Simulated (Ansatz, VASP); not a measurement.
## Nb: VASP beside Ansatz

```
Nb
1.0
     4.66095    0.00000    0.00000
    -2.33048    4.03650    0.00000
     0.00000    0.00000    2.56200
Nb
3
Direct
  0.00000 0.00000 0.00000
  0.33333 0.66667 0.50000
  0.66667 0.33333 0.50000
```

Alike in both runs: task single point; functional LDA; k mesh 9 × 9 × 13; occupations fermi-dirac, width 0.1 eV; no spin polarisation.

```csv
,VASP,Ansatz
version,VASP 6.6.1,Ansatz 0.2.0
potentials or method,"VASP PAW LDA potentials, release 64 (Nb_sv)","plane waves (420 eV) with PAW, scalar-relativistic"
plane-wave cutoff (eV),520,420
valence electrons in the cell,39,39
```

```tsv
	VASP	Ansatz	Ansatz less VASP
pressure (GPa)	18.2	18.2	+0.06
largest component of the traceless stress (GPa)	0.78	0.68	-0.098
```

Ansatz warned: «pseudo_functional_mismatch».

Caveats: so large a pressure means that the cell lies far from this level's equilibrium, or that cutoff or potentials fall short (VASP).
